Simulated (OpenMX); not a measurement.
# Ta (Im-3m) in OpenMX: further runs, part 2 of 2

OpenMX 3.8.5. Earlier steps stand in the parts before.

## 4. Band structure, PBE

Ta.dat reads:

```
System.CurrrentDirectory             ./
System.Name                          Ta
DATA.PATH                            ./DFT_DATA13
level.of.stdout                      1
level.of.fileout                     1
Species.Number                       1
<Definition.of.Atomic.Species
  Ta  Ta7.0-s3p2d2           Ta_PBE13
Definition.of.Atomic.Species>

Atoms.Number                         1
Atoms.SpeciesAndCoordinates.Unit     FRAC
<Atoms.SpeciesAndCoordinates
    1  Ta    0.0000000000    0.0000000000    0.0000000000   6.500  6.500
Atoms.SpeciesAndCoordinates>

Atoms.UnitVectors.Unit               Ang
<Atoms.UnitVectors
    -1.6512800000    1.6512800000    1.6512800000
     1.6512800000   -1.6512800000    1.6512800000
     1.6512800000    1.6512800000   -1.6512800000
Atoms.UnitVectors>

scf.XcType                           GGA-PBE
scf.SpinPolarization                 off
scf.ElectronicTemperature            580.226
scf.energycutoff                     400.0
scf.maxIter                          100
scf.EigenvalueSolver                 band
scf.Kgrid                            11 11 11
scf.Mixing.Type                      rmm-diisk
scf.Init.Mixing.Weight               0.05
scf.Min.Mixing.Weight                0.001
scf.Max.Mixing.Weight                0.3
scf.Mixing.History                   25
scf.Mixing.StartPulay                8
scf.criterion                        1.0e-8
scf.stress.tensor                    on
MD.Type                              nomd
Band.dispersion                      on
Band.Nkpath                          6
<Band.kpath
   26   0.000000  0.000000  0.000000    0.500000 -0.500000  0.500000  G H
   18   0.500000 -0.500000  0.500000    0.000000  0.000000  0.500000  H N
   18   0.000000  0.000000  0.500000    0.000000  0.000000  0.000000  N G
   22   0.000000  0.000000  0.000000    0.250000  0.250000  0.250000  G P
   22   0.250000  0.250000  0.250000    0.500000 -0.500000  0.500000  P H
   13   0.250000  0.250000  0.250000    0.000000  0.000000  0.500000  P N
Band.kpath>
```

Potentials or basis: OpenMX 2013 PBE set, Ta7.0-s3p2d2, grid cutoff 400 Ry.

The run is started by

```console
$ openmx Ta.dat -nt 1 > Ta.std
```

Ta.out:

```text
Required cutoff energy (Ryd) for 3D-grids = 400.0000
      Used cutoff energy (Ryd) for 3D-grids = 397.3257, 397.3257, 397.3257
  Num. of grids of a-, b-, and c-axes = 28, 28, 28

  Num.Grid1.    28
  Num.Grid2.    28
  Num.Grid3.    28

  Cell_Volume =    121.539840243511 (Bohr^3)
  GridVol     =      0.005536618087 (Bohr^3)
  Cell vectors (bohr) of the grid cell (gtv)
    gtv_a = -0.111445240372,  0.111445240372,  0.111445240372
    gtv_b =  0.111445240372, -0.111445240372,  0.111445240372
    gtv_c =  0.111445240372,  0.111445240372, -0.111445240372
    |gtv_a| =  0.193028818586
    |gtv_b| =  0.193028818586
    |gtv_c| =  0.193028818586

***********************************************************

***********************************************************
                  SCF history at MD= 1
***********************************************************

   SCF=   1  NormRD=  1.000000000000  Uele= -15.672163361214
   SCF=   2  NormRD=  0.338446223809  Uele= -15.684767933851
   SCF=   3  NormRD=  0.318141607178  Uele= -15.697183580708
   SCF=   4  NormRD=  0.217224545528  Uele= -15.758132741301
   SCF=   5  NormRD=  0.149365361993  Uele= -15.794990567571
[... 135 lines left out ...]
              total=    13.00000 ideal(neutral)=    13.00000

  Decomposed Mulliken populations

    1   Ta          Up spin      Down spin     Sum           Diff
            multiple
  s           0    1.003232398  1.003232398   2.006464796   0.000000000
   sum over m      1.003232398  1.003232398   2.006464796   0.000000000
  s           1    0.391643873  0.391643873   0.783287745   0.000000000
   sum over m      0.391643873  0.391643873   0.783287745   0.000000000
  s           2   -0.006463239 -0.006463239  -0.012926478   0.000000000
   sum over m     -0.006463239 -0.006463239  -0.012926478   0.000000000
   sum over m+mul  1.388413031  1.388413031   2.776826063   0.000000000
  px          0    0.999239431  0.999239431   1.998478863   0.000000000
  py          0    0.999239432  0.999239432   1.998478863   0.000000000
  pz          0    0.999239428  0.999239428   1.998478857   0.000000000
   sum over m      2.997718291  2.997718291   5.995436583   0.000000000
  px          1    0.115485476  0.115485476   0.230970951   0.000000000
  py          1    0.115485446  0.115485446   0.230970891   0.000000000
  pz          1    0.115485452  0.115485452   0.230970903   0.000000000
   sum over m      0.346456373  0.346456373   0.692912746   0.000000000
   sum over m+mul  3.344174664  3.344174664   6.688349328   0.000000000
  d3z^2-r^2   0    0.330107029  0.330107029   0.660214057   0.000000000
  dx^2-y^2    0    0.330107016  0.330107016   0.660214032   0.000000000
  dxy         0    0.385207041  0.385207041   0.770414083   0.000000000
  dxz         0    0.385206996  0.385206996   0.770413993   0.000000000
  dyz         0    0.385206978  0.385206978   0.770413956   0.000000000
   sum over m      1.815835060  1.815835060   3.631670121   0.000000000
  d3z^2-r^2   1   -0.014527807 -0.014527807  -0.029055614   0.000000000
  dx^2-y^2    1   -0.014527904 -0.014527904  -0.029055808   0.000000000
  dxy         1   -0.006455680 -0.006455680  -0.012911359   0.000000000
  dxz         1   -0.006455680 -0.006455680  -0.012911360   0.000000000
  dyz         1   -0.006455685 -0.006455685  -0.012911371   0.000000000
   sum over m     -0.048422756 -0.048422756  -0.096845512   0.000000000
   sum over m+mul  1.767412304  1.767412304   3.534824609   0.000000000

***********************************************************
       xyz-coordinates (Ang) and forces (Hartree/Bohr)
***********************************************************

<coordinates.forces
  1
    1    Ta     0.00000   0.00000   0.00000  -0.000000000000  0.000000000000 -0.000000000000
coordinates.forces>

***********************************************************
       Fractional coordinates of the final structure
***********************************************************

     1     Ta     0.00000000000000   0.00000000000000   0.00000000000000
```

Wall time 48 s (1 thread of Arm Neoverse V1, shared host); peak memory 0.42 GiB.

Results:

- Free energy: -1873.4623 eV
- Pressure: 5.1 GPa
- Band gap along the path: none (metal or under the smearing width)

Levels at the corners of the path, in eV from the Fermi level:
| point | band 4 | band 5 | band 6 | band 7 | band 8 | band 9 |
| --- | --- | --- | --- | --- | --- | --- |
| Γ | -33.54 | -7.90 | 0.77 | 0.81 | 0.81 | 4.10 |
| H | -34.29 | -3.83 | -3.83 | 6.94 | 6.98 | 6.98 |
| N | -33.57 | -4.38 | -1.50 | 1.43 | 3.98 | 5.00 |
| Γ | -33.54 | -7.90 | 0.77 | 0.81 | 0.81 | 4.10 |
| P | -34.15 | -1.29 | -1.27 | -1.27 | 5.17 | 5.17 |
| H|P | -34.29 | -3.83 | -3.83 | 6.94 | 6.98 | 6.98 |
| N | -33.57 | -4.38 | -1.50 | 1.43 | 3.98 | 5.00 |

Caveat: spin-orbit coupling is left out, which moves the levels of the heavy elements; the basis of atomic orbitals isn't converged, which shifts pressures, moduli and gaps.

## 5. Single point, PBE, 18.01 Å³/atom

Ta.dat, as its differences from that of step 4:

```diff
@@ -4,3 +4,3 @@
 level.of.stdout                      1
-level.of.fileout                     1
+level.of.fileout                     0
 Species.Number                       1
@@ -37,13 +37,2 @@
 scf.criterion                        1.0e-8
-scf.stress.tensor                    on
 MD.Type                              nomd
-Band.dispersion                      on
-Band.Nkpath                          6
-<Band.kpath
-   26   0.000000  0.000000  0.000000    0.500000 -0.500000  0.500000  G H
-   18   0.500000 -0.500000  0.500000    0.000000  0.000000  0.500000  H N
-   18   0.000000  0.000000  0.500000    0.000000  0.000000  0.000000  N G
-   22   0.000000  0.000000  0.000000    0.250000  0.250000  0.250000  G P
-   22   0.250000  0.250000  0.250000    0.500000 -0.500000  0.500000  P H
-   13   0.250000  0.250000  0.250000    0.000000  0.000000  0.500000  P N
-Band.kpath>
```

Potentials or basis: OpenMX 2013 PBE set, Ta7.0-s3p2d2, fixed grid of 28 × 28 × 28 points.

The run is started by

```console
$ openmx Ta.dat -nt 1 > Ta.std
```

It took 43 s on 1 thread of Arm Neoverse V1, shared host; peak memory 0.42 GiB.

Results (log left out):

```
Free energy            : -1873.4623 eV
Band gap on the k mesh : none (metal or under the smearing width)
```

Caveat: the basis of atomic orbitals isn't converged, which shifts pressures, moduli and gaps.

## 6. Single point, PBE, 17.65 Å³/atom (volume scaled by 0.98)

Ta.dat, as its differences from that of step 5:

```diff
@@ -18,5 +18,5 @@
 <Atoms.UnitVectors
-    -1.6512800000    1.6512800000    1.6512800000
-     1.6512800000   -1.6512800000    1.6512800000
-     1.6512800000    1.6512800000   -1.6512800000
+    -1.6401972500    1.6401972500    1.6401972500
+     1.6401972500   -1.6401972500    1.6401972500
+     1.6401972500    1.6401972500   -1.6401972500
 Atoms.UnitVectors>
@@ -26,3 +26,2 @@
 scf.ElectronicTemperature            580.226
-scf.energycutoff                     400.0
 scf.maxIter                          100
@@ -38 +37,3 @@
 MD.Type                              nomd
+scf.Ngrid                            28 28 28
+scf.energycutoff                     400.0
```

Potentials or basis: OpenMX 2013 PBE set, Ta7.0-s3p2d2, fixed grid of 28 × 28 × 28 points.

The run is started by

```console
$ openmx Ta.dat -nt 1 > Ta.std
```

Wall time 40 s (1 thread of Arm Neoverse V1, shared host); peak memory 0.43 GiB.

The run converged. Its results:

```yaml
Free_energy: -1873.4461 eV
Band_gap_on_the_k_mesh: none (metal or under the smearing width)
```

Caveat: the basis of atomic orbitals isn't converged, which shifts pressures, moduli and gaps.

## 7. Single point, PBE, 18.37 Å³/atom (volume scaled by 1.02)

Ta.dat, as its differences from that of step 6:

```diff
@@ -18,5 +18,5 @@
 <Atoms.UnitVectors
-    -1.6401972500    1.6401972500    1.6401972500
-     1.6401972500   -1.6401972500    1.6401972500
-     1.6401972500    1.6401972500   -1.6401972500
+    -1.6622159478    1.6622159478    1.6622159478
+     1.6622159478   -1.6622159478    1.6622159478
+     1.6622159478    1.6622159478   -1.6622159478
 Atoms.UnitVectors>
```

The run is started by

```console
$ openmx Ta.dat -nt 1 > Ta.std
```

Run time: 37 s. Hardware: 1 thread of Arm Neoverse V1, shared host; peak memory 0.4 GiB.

Results (log left out):

```yaml
Free_energy: -1873.4690 eV
Band_gap_on_the_k_mesh: none (metal or under the smearing width)
```

Caveat: the basis of atomic orbitals isn't converged, which shifts pressures, moduli and gaps.

## 8. Single point, PBE, 17.29 Å³/atom (volume scaled by 0.96)

Ta.dat, as its differences from that of step 7:

```diff
@@ -18,5 +18,5 @@
 <Atoms.UnitVectors
-    -1.6622159478    1.6622159478    1.6622159478
-     1.6622159478   -1.6622159478    1.6622159478
-     1.6622159478    1.6622159478   -1.6622159478
+    -1.6289626696    1.6289626696    1.6289626696
+     1.6289626696   -1.6289626696    1.6289626696
+     1.6289626696    1.6289626696   -1.6289626696
 Atoms.UnitVectors>
```

The run is started by

```console
$ openmx Ta.dat -nt 1 > Ta.std
```

It took 42 s on 1 thread of Arm Neoverse V1, shared host; peak memory 0.43 GiB.

Results (log left out):

- Free energy: -1873.4191 eV
- Band gap on the k mesh: none (metal or under the smearing width)

Caveat: the basis of atomic orbitals isn't converged, which shifts pressures, moduli and gaps.

## 9. Single point, PBE, 18.73 Å³/atom (volume scaled by 1.04)

Ta.dat, as its differences from that of step 8:

```diff
@@ -18,5 +18,5 @@
 <Atoms.UnitVectors
-    -1.6289626696    1.6289626696    1.6289626696
-     1.6289626696   -1.6289626696    1.6289626696
-     1.6289626696    1.6289626696   -1.6289626696
+    -1.6730098603    1.6730098603    1.6730098603
+     1.6730098603   -1.6730098603    1.6730098603
+     1.6730098603    1.6730098603   -1.6730098603
 Atoms.UnitVectors>
```

Potentials or basis: OpenMX 2013 PBE set, Ta7.0-s3p2d2, fixed grid of 28 × 28 × 28 points.

The run is started by

```console
$ openmx Ta.dat -nt 1 > Ta.std
```

Run time: 35 s. Hardware: 1 thread of Arm Neoverse V1, shared host; peak memory 0.4 GiB.

It converged, with:

```yaml
Free_energy: -1873.4671 eV
Band_gap_on_the_k_mesh: none (metal or under the smearing width)
```

Caveat: the basis of atomic orbitals isn't converged, which shifts pressures, moduli and gaps.

## 10. Single point, PBE, 16.93 Å³/atom (volume scaled by 0.94)

Ta.dat, as its differences from that of step 9:

```diff
@@ -18,5 +18,5 @@
 <Atoms.UnitVectors
-    -1.6730098603    1.6730098603    1.6730098603
-     1.6730098603   -1.6730098603    1.6730098603
-     1.6730098603    1.6730098603   -1.6730098603
+    -1.6175709496    1.6175709496    1.6175709496
+     1.6175709496   -1.6175709496    1.6175709496
+     1.6175709496    1.6175709496   -1.6175709496
 Atoms.UnitVectors>
```

The run is started by

```console
$ openmx Ta.dat -nt 1 > Ta.std
```

It took 45 s on 1 thread of Arm Neoverse V1, shared host; peak memory 0.44 GiB.

It converged, with:

```
Free energy            : -1873.3808 eV
Band gap on the k mesh : none (metal or under the smearing width)
```

Caveat: the basis of atomic orbitals isn't converged, which shifts pressures, moduli and gaps.

## 11. Single point, PBE, 19.09 Å³/atom (volume scaled by 1.06)

Ta.dat, as its differences from that of step 10:

```diff
@@ -18,5 +18,5 @@
 <Atoms.UnitVectors
-    -1.6175709496    1.6175709496    1.6175709496
-     1.6175709496   -1.6175709496    1.6175709496
-     1.6175709496    1.6175709496   -1.6175709496
+    -1.6836662614    1.6836662614    1.6836662614
+     1.6836662614   -1.6836662614    1.6836662614
+     1.6836662614    1.6836662614   -1.6836662614
 Atoms.UnitVectors>
```

The run is started by

```console
$ openmx Ta.dat -nt 1 > Ta.std
```

Wall time 37 s (1 thread of Arm Neoverse V1, shared host); peak memory 0.39 GiB.

It converged, with:

- Free energy: -1873.4571 eV
- Band gap on the k mesh: none (metal or under the smearing width)

Caveat: the basis of atomic orbitals isn't converged, which shifts pressures, moduli and gaps.

## 12. Equation of state, PBE

Potentials or basis: OpenMX 2013 PBE set, Ta7.0-s3p2d2, fixed grid of 28 × 28 × 28 points.

No new run: the results of the series are fitted here.

What came out:

- Equilibrium volume: 18.46 Å³/atom
- Bulk modulus: 195 GPa
- Pressure derivative of the bulk modulus: 3.7

Energy against volume, from the lowest point:
| volume (Å³/atom) | energy (meV/atom) |
| --- | --- |
| 16.930 | 88.23 |
| 17.290 | 49.90 |
| 17.650 | 22.93 |
| 18.010 | 6.67 |
| 18.371 | 0.00 |
| 18.731 | 1.87 |
| 19.091 | 11.94 |

Caveat: volumes in these bases differ from converged ones by about 1 %, for some elements by several; the basis of atomic orbitals isn't converged, which shifts pressures, moduli and gaps. Spin-orbit coupling is left out, which matters for the levels of Ta.

## 13. For comparison

An earlier run on the cell as given: functional PBE; potentials or basis OpenMX 2013 PBE set, Ta7.0-s3p2d2f1, fixed grid of 28 × 28 × 28 points; k mesh 11 × 11 × 11; occupations fermi-dirac, width 0.05 eV; no spin polarisation.

- Band gap on the k mesh: none (metal or under the smearing width)

## 14. Summary

| task | level | potentials or basis | k mesh | max SCF cycles | grid points, held for all volumes | pressure (GPa) |
| --- | --- | --- | --- | --- | --- | --- |
| band structure | PBE | OpenMX 2013 PBE set, Ta7.0-s3p2d2f1, grid cutoff 400 Ry | 9 × 9 × 9 | 100 | - | 3.6 |
| band structure | LDA | OpenMX 2013 LDA set, Ta7.0-s3p2d2f1, grid cutoff 400 Ry | 9 × 9 × 9 | 100 | - | -9.9 |
| band structure | PBE | OpenMX 2013 PBE set, Ta7.0-s3p2d2, grid cutoff 400 Ry | 11 × 11 × 11 | 100 | - | 5.1 |
| equation of state | PBE | OpenMX 2013 PBE set, Ta7.0-s3p2d2, fixed grid of 28 × 28 × 28 points | 11 × 11 × 11 | - | 28 × 28 × 28 | - |

Alike in all rows: no spin polarisation; cell as given; smearing fermi-dirac 0.05 eV.

Caveats: the basis of atomic orbitals isn't converged, which shifts pressures, moduli and gaps; spin-orbit coupling is left out, which moves the levels of the heavy elements (some runs); volumes in these bases differ from converged ones by about 1 %, for some elements by several (some runs).

Total energies depend on the potentials used, so only differences within one code and one set of settings carry meaning.

## 15. Against experiment

Step 12. A measured bulk modulus of Ta is 194 GPa (quoted in “Pressure effects on the electronic structure and superconductivity of (TaNb)0.67(HfZrTi)0.33 high entropy alloy”, 2019, arxiv:1910.08312); the calculated 195 GPa misses it by +0.3 %. The fit is for a static lattice scaled at fixed shape and fixed fractional positions.
